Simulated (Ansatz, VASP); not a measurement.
# Mo: VASP beside Ansatz

File INCAR:

```
PREC = Accurate
ENCUT = 600
EDIFF = 1E-6
ISMEAR = -1
SIGMA = 0.05
LREAL = False
LASPH = True
NELM = 80
ALGO = Fast
ISIF = 3
LWAVE = False
LCHARG = False
GGA = B5
ALDAX = 1.0
AGGAX = 1.0
AGGAC = 1.0
ALDAC = 0.0
IVDW = 12
VDW_S6 = 1.0
VDW_S8 = 2.6996
VDW_A1 = 0.4298
VDW_A2 = 4.2359
IBRION = 2
NSW = 60
EDIFFG = -0.01
```

The input KPOINTS:

```
regular mesh
0
Gamma
  12 12 12
```

POSCAR

```
Mo
1.0
   -1.5838089719      1.5838089719      1.5838089719
    1.5838089719     -1.5838089719      1.5838089719
    1.5838089719      1.5838089719     -1.5838089719
Mo
1
Direct
    0.0000000000      0.0000000000      0.0000000000
```

Contents of input.yaml:

```yaml
crystal:
  lattice:
    - [-1.5838089719, 1.5838089719, 1.5838089719]
    - [1.5838089719, -1.5838089719, 1.5838089719]
    - [1.5838089719, 1.5838089719, -1.5838089719]
  atoms:
    - { symbol: Mo, position: [0.0, 0.0, 0.0] }
hamiltonian:
  xc: blyp
  pseudopotentials: { kind: paw }
  dispersion: d3bj
kpoints:
  mp_grid: { grid: [12, 12, 12] }
scf:
  occupations: { method: fermi_dirac, width: 0.05 }
output:
  forces: true
  stress: true
  write_density: true
  write_potential: true
  elf: true
  volumetric_format: npy
relax:
  f_tol: 0.01
  max_steps: 40
  cell: { stress_tol: 0.05 }
```

Alike in both runs: task relaxation of cell and atoms; functional BLYP; dispersion D3(BJ); k mesh 12 × 12 × 12; occupations fermi-dirac, width 0.05 eV; no spin polarisation.

|  | VASP | Ansatz |
| --- | --- | --- |
| version | VASP 6.6.1 | Ansatz 0.2.0 |
| potentials or method | VASP PAW PBE potentials, release 64 (Mo_sv) | Ansatz PAW |
| plane-wave cutoff (eV) | 600 | 420 |
| valence electrons in the cell | 14 | 14 |

```csv
,VASP,Ansatz,Ansatz less VASP
"gap on the k mesh at the Fermi level, each at its own relaxed structure (eV)",none,none,-
relaxed volume (Å³/atom),15.36,15.30,-0.063
relaxed cell length with the largest relative difference (Å),2.712,2.709,-0.0037
energy change over the relaxation (meV/atom),-15,-18,-3.6
```

A gap of «none» marks a metal or a gap that the smearing closes.

Caveats: pairwise dispersion overbinds metals, which lowers pressure and volume; the PAW data sets were made with another functional, which shifts forces and pressure a little (VASP); the plane-wave basis is chosen anew once the cell has moved, so the energies of steps on either side of that aren't comparable (Ansatz); the PAW data sets come from PBE, with cores solved anew for the run's functional, which leaves a small shift of forces and pressure (Ansatz).
